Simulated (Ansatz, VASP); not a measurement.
C: VASP beside Ansatz

```xyz
2
Lattice="0.0000 1.7769 1.7769 1.7769 0.0000 1.7769 1.7769 1.7769 0.0000" Properties=species:S:1:pos:R:3 pbc="T T T"
C    -0.4442   -0.4442   -0.4442
C     0.4442    0.4442    0.4442
```

Alike in both runs: functional PBEsol; k mesh 16 × 16 × 16; occupations fermi-dirac, width 0.02 eV; no spin polarisation.

Ansatz relaxed the structure, and its values are those at the end. VASP's run is a single point on that final structure, the one shown.

```csv
,VASP,Ansatz
version,VASP 6.6.1,Ansatz 0.2.0
potentials or method,"VASP PAW PBE potentials, release 64 (C)","PAW with Ansatz's default frozen-core files, scalar-relativistic"
plane-wave cutoff (eV),520,420
valence electrons in the cell,8,8
```

Ansatz gave:

```
pressure (GPa) : 0.0
```

Problem. Estimate VASP's values.

Solution. Pressure (GPa): 1.1.

The functional is the same, so the differences come from potentials, cutoffs and numerics.

Caveats: the PAW data sets were made with another functional, which shifts forces and pressure a little (VASP).
